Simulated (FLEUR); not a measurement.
# Al (Fm-3m) in FLEUR: notebook, part 2 of 2

FLEUR MaX-R8.1 (later development tree). Earlier steps stand in the parts before.

## 5. Equation of state, PBE, 16.60 Å³/atom

Contents of inp.xml:

```xml
<?xml version="1.0" encoding="UTF-8" standalone="no"?>
<fleurInput fleurInputVersion="0.39">
   <comment>
      Al                                                                                                  
   </comment>
   <calculationSetup>
      <cutoffs Kmax="5.0" Gmax="25.0" GmaxXC="25.0" numbands="0"/>
      <scfLoop itmax="60" minDistance="0.00001" maxIterBroyd="15" imix="Anderson" alpha="0.05" precondParam="0.0" spinf="2.0" sdNocoIR="T"/>
      <coreElectrons ctail="T" frcor="F" kcrel="0" coretail_lmax="0"/>
      <xcFunctional name="pbe" relativisticCorrections="F"/>
      <magnetism jspins="1"/>
      <soc l_soc="F" theta="0.0" phi="0.0" spav="F"/>
      <expertModes spex="0" secvar="F"/>
      <geometryOptimization l_f="F" forcealpha="1.0" forcemix="BFGS" epsdisp="0.00001" epsforce="0.00001"/>
      <ldaU l_linMix="F" mixParam="0.05" spinf="1.0"/>
   </calculationSetup>
   <cell>
      <bzIntegration valenceElectrons="11.0" mode="hist" fermiSmearingEnergy="0.00183747">
         <kPointListSelection listName="default-1"/>
         <!-- k-points included here -->
         <xi:include xmlns:xi="http://www.w3.org/2001/XInclude" href="kpts.xml"> </xi:include>
      </bzIntegration>
      <!-- symmetry operations included here -->
      <xi:include xmlns:xi="http://www.w3.org/2001/XInclude" href="sym.xml"> </xi:include>
      <bulkLattice scale="1.0000000000">
         <bravaisMatrix>
            <row-1>    0.0000000000000000     3.8263269057207032     3.8263269057207032</row-1>
            <row-2>    3.8263269057207032     0.0000000000000000     3.8263269057207032</row-2>
            <row-3>    3.8263269057207032     3.8263269057207032     0.0000000000000000</row-3>
         </bravaisMatrix>
      </bulkLattice>
   </cell>
   <atomSpecies>
      <species name="Aluminum (Al)" element="Al" atomicNumber="13">
         <mtSphere radius="2.45" gridPoints="829" logIncrement="0.014"/>
         <atomicCutoffs lmax="13" lnonsphr="8"/>
         <electronConfig flipSpins="F">
            <coreConfig>(1s1/2)</coreConfig>
            <valenceConfig>(2s1/2) (2p1/2) (2p3/2) (3s1/2) (3p1/2) (3p3/2)</valenceConfig>
            <stateOccupation state="(3p1/2)" spinUp="0.166667" spinDown="0.166667"/>
            <stateOccupation state="(3p3/2)" spinUp="0.333333" spinDown="0.333333"/>
         </electronConfig>
         <energyParameters s="3" p="3" d="3" f="4"/>
         <lo type="SCLO" l="0" n="2" eDeriv="0"/>
         <lo type="SCLO" l="1" n="2" eDeriv="0"/>
         <lo type="SCLO" l="2" n="3" eDeriv="2"/>
         <lo type="SCLO" l="3" n="4" eDeriv="2"/>
      </species>
   </atomSpecies>
   <atomGroups>
      <atomGroup species="Aluminum (Al)">
         <relPos label="                   1">.0000000000 .0000000000 .0000000000</relPos>
         <force calculate="T" relaxXYZ="TTT"/>
      </atomGroup>
   </atomGroups>
   <output dos="F" band="F" slice="F">
      <checks vchk="F" cdinf="F"/>
      <bandDOS minEnergy="-.5*Htr" maxEnergy="0.5*Htr" sigma="0.015" storeEVData="T"/>
      <vacuumDOS vacdos="F" integ="F" star="F" nstars="0" locx1="0.0" locy1="0.0" locx2="0.0" locy2="0.0" nstm="0" tworkf="0.0"/>
      <unfoldingBand unfoldBand="F" supercellX="1" supercellY="1" supercellZ="1"/>
      <plotting iplot="0" polar="F">
         <plot TwoD="T" vec1="  1.0  0.0  0.0" vec2="  0.0  1.0  0.0" vec3="  0.0  0.0  1.0" zero="  0.0  0.0  0.0" file="plot"/>
      </plotting>
      <chargeDensitySlicing numkpt="0" minEigenval="0.0" maxEigenval="0.0" nnne="0" pallst="F"/>
      <specialOutput eonly="F"/>
      <moessbauerParams electricFieldGradient="T" isomerShift="T" coreHyperfine="T" valenceHyperfine="T"/>
      <magneticCircularDichroism mcd="F" energyLo="-10.0" energyUp="0.0"/>
   </output>
  <!-- We include the file relax.xml here to enable relaxations (see documentation) -->
  <xi:include xmlns:xi="http://www.w3.org/2001/XInclude" href="relax.xml"> <xi:fallback/> </xi:include>
</fleurInput>
```

Run with:

```
$ inpgen -f crystal.txt -profile precise
$ # inp.xml edited to the form shown
$ fleur_MPI
```

It took 20 s on 1 thread of Arm Neoverse V1, shared host; peak memory 0.08 GiB.

Results (log left out):

```yaml
Free_energy: -6607.5367 eV
Band_gap_on_the_k_mesh: none (metal or under the smearing width)
Valence_electrons_inside_the_program's_atomic_spheres: Al 9.70 (radii Al 2.45 bohr)
```

## 6. Equation of state, PBE, 17.27 Å³/atom (volume scaled by 1.04)

Edit inp.xml of step 5 so:

```diff
@@ -24,3 +24,3 @@
       <xi:include xmlns:xi="http://www.w3.org/2001/XInclude" href="sym.xml"> </xi:include>
-      <bulkLattice scale="1.0000000000">
+      <bulkLattice scale="1.0131594038">
          <bravaisMatrix>
```

Potentials or basis: all-electron, FLAPW.

Run with:

```
$ inpgen -f crystal.txt -profile precise
$ # inp.xml edited to the form shown
$ fleur_MPI
```

It took 20 s on 1 thread of Arm Neoverse V1, shared host; peak memory 0.08 GiB.

It converged, with:

* Free energy: -6607.5290 eV
* Band gap on the k mesh: none (metal or under the smearing width)
* Valence electrons inside the program's atomic spheres: Al 9.65 (radii Al 2.45 bohr)

## 7. Equation of state, PBE, 17.60 Å³/atom (volume scaled by 1.06)

Edit inp.xml of step 6 so:

```diff
@@ -24,3 +24,3 @@
       <xi:include xmlns:xi="http://www.w3.org/2001/XInclude" href="sym.xml"> </xi:include>
-      <bulkLattice scale="1.0131594038">
+      <bulkLattice scale="1.0196128224">
          <bravaisMatrix>
```

Run with:

```
$ inpgen -f crystal.txt -profile precise
$ # inp.xml edited to the form shown
$ fleur_MPI
```

Wall time 21 s (1 thread of Arm Neoverse V1, shared host); peak memory 0.08 GiB.

The run converged. Its results:

```
Free energy                                           : -6607.5212 eV
Band gap on the k mesh                                : none (metal or under the smearing width)
Valence electrons inside the program's atomic spheres : Al 9.63 (radii Al 2.45 bohr)
```

## 8. Equation of state, PBE

No new run: the results of the series are fitted here.

What came out:

```yaml
Equilibrium_volume: 16.51 Å³/atom
Bulk_modulus: 79 GPa
Pressure_derivative_of_the_bulk_modulus: "4.4 (rough: it moves with the points fitted)"
```

Energy against volume, from the lowest point:
| volume (Å³/atom) | energy (meV/atom) |
| --- | --- |
| 15.607 | 13.49 |
| 15.939 | 5.16 |
| 16.603 | 0.00 |
| 17.267 | 7.69 |
| 17.599 | 15.51 |

## 9. Against experiment

Step 8. Against the measured bulk modulus of Al, 76.9 GPa (quoted in “The interpretation of polycrystalline coherent inelastic neutron scattering from aluminium”, 2013, pmc:3831299), the calculated 79 GPa is off by +2.6 %. The fit is for a static lattice scaled at fixed shape and fixed fractional positions. The cell as given is a measured one (16.60 Å³/atom); PBE puts the equilibrium volume -0.5 % from it, thermal expansion not counted.
